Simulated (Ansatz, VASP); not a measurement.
One calculation of Sb, two programs

```
Sb
1.0
    -1.88011    1.88011    1.88011
     1.88011   -1.88011    1.88011
     1.88011    1.88011   -1.88011
Sb
1
Direct
  0.00000 0.00000 0.00000
```

Alike in both runs: task single point; functional revPBE; k mesh 13 × 13 × 13; occupations fermi-dirac, width 0.1 eV; no spin polarisation.

|  | VASP | Ansatz |
| --- | --- | --- |
| version | VASP 6.6.1 | Ansatz 0.2.0 |
| potentials or method | VASP PAW PBE potentials, release 64 (Sb) | plane waves (420 eV) with PAW, scalar-relativistic |
| plane-wave cutoff (eV) | 520 | 420 |
| valence electrons in the cell | 5 | 15 |

```csv
,VASP,Ansatz,Ansatz less VASP
pressure (GPa),2.2,2.4,+0.19
```

With one functional, cell and mesh, what is left measures potentials, basis and numerics. The two sets of potentials don't hold the same shells in valence.

Caveats: the PAW data sets were made with another functional, which shifts forces and pressure a little (VASP). The runs have no spin-orbit coupling, so splittings on Sb are missing.
